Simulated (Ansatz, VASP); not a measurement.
## One calculation of ZrC, two programs

Contents of INCAR:

```
SYSTEM = ZrC
PREC = Accurate ; ENCUT = 520
EDIFF = 1E-6 ; ISMEAR = 0
SIGMA = 0.1 ; LREAL = .False.
LASPH = .True. ; NELM = 60
ALGO = Normal ; ISIF = 2
LWAVE = .False. ; LCHARG = .True.
GGA = PE ; LELF = .True.
LVHAR = .True. ; NBANDS = 15
```

KPOINTS

```
Automatic mesh
0
Gamma
  20 20 20
  0 0 0
```

Contents of POSCAR:

```
ZrC
1.0
    0.0000000000      2.3776967461      2.3776967461
    2.3776967461      0.0000000000      2.3776967461
    2.3776967461      2.3776967461      0.0000000000
Zr C
1 1
Direct
    0.5000000000      0.5000000000      0.5000000000
    0.0000000000      0.0000000000      0.0000000000
```

Input for Ansatz:

```yaml
crystal:
  lattice:
    - [0.0, 2.3776967461, 2.3776967461]
    - [2.3776967461, 0.0, 2.3776967461]
    - [2.3776967461, 2.3776967461, 0.0]
  atoms:
    - { symbol: Zr, position: [0.5, 0.5, 0.5] }
    - { symbol: C, position: [0.0, 0.0, 0.0] }
basis:
  ecutwfc: 420
kpoints:
  mp_grid: { grid: [20, 20, 20] }
hamiltonian:
  xc: pbe
scf:
  occupations: { method: gaussian, width: 0.1 }
output:
  forces: true
  stress: true
  eigenvalues: true
```

Alike in both runs: task single point; functional PBE; k mesh 20 × 20 × 20; occupations gaussian, width 0.1 eV; no spin polarisation.

```csv
,VASP,Ansatz
version,VASP 6.6.1,Ansatz 0.2.0
potentials or method,"VASP PAW PBE potentials, release 64 (Zr_sv, C)","scalar-relativistic, plane waves, PAW"
plane-wave cutoff (eV),520,420
valence electrons in the cell,16,16
```

|  | VASP | Ansatz | Ansatz less VASP |
| --- | --- | --- | --- |
| gap on the k mesh at the Fermi level (eV) | none | none | - |
| pressure (GPa) | -6.0 | -6.2 | -0.23 |

A gap of «none» marks a metal or a gap that the smearing closes. With one functional, cell and mesh, what is left measures potentials, basis and numerics.
